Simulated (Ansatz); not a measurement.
Wires are cut from relaxed bulk InAs (F-43m, 29.59 Å³/atom, gap on the mesh 0.00 eV); atoms and period are relaxed, and energies count from that bulk. Caps count from half an H2 molecule.

The calculation used DFT PBE, scalar-relativistic, plane waves, PAW in Ansatz.

Cutoff 420 eV, Gaussian smearing of 0.05 eV, energies at zero smearing, symmetry of each start kept, no spin polarisation.

```json
{"start": "[111] wire, 8 host atoms a period with H caps", "atoms": "22", "k mesh": "1×1×5", "excess energy (eV per host atom)": "0.682", "line energy (eV/Å)": "0.512", "period (Å)": "10.654", "gap on the mesh (eV)": "3.47", "highest filled level or Fermi level under vacuum (eV)": "6.02"}
{"start": "[111] wire, 14 host atoms a period with H caps", "atoms": "32", "k mesh": "1×1×5", "excess energy (eV per host atom)": "0.539", "line energy (eV/Å)": "0.697", "period (Å)": "10.824", "gap on the mesh (eV)": "2.82", "highest filled level or Fermi level under vacuum (eV)": "5.86"}
{"start": "[111] wire, 16 host atoms a period with H caps", "atoms": "38", "k mesh": "1×1×5", "excess energy (eV per host atom)": "0.546", "line energy (eV/Å)": "0.818", "period (Å)": "10.678", "gap on the mesh (eV)": "2.77", "highest filled level or Fermi level under vacuum (eV)": "5.69"}
```

The gap is read on a mesh, which can miss the band edges, so it can be too wide.

Each run keeps its start's symmetry and one magnetic start, so lower states can exist.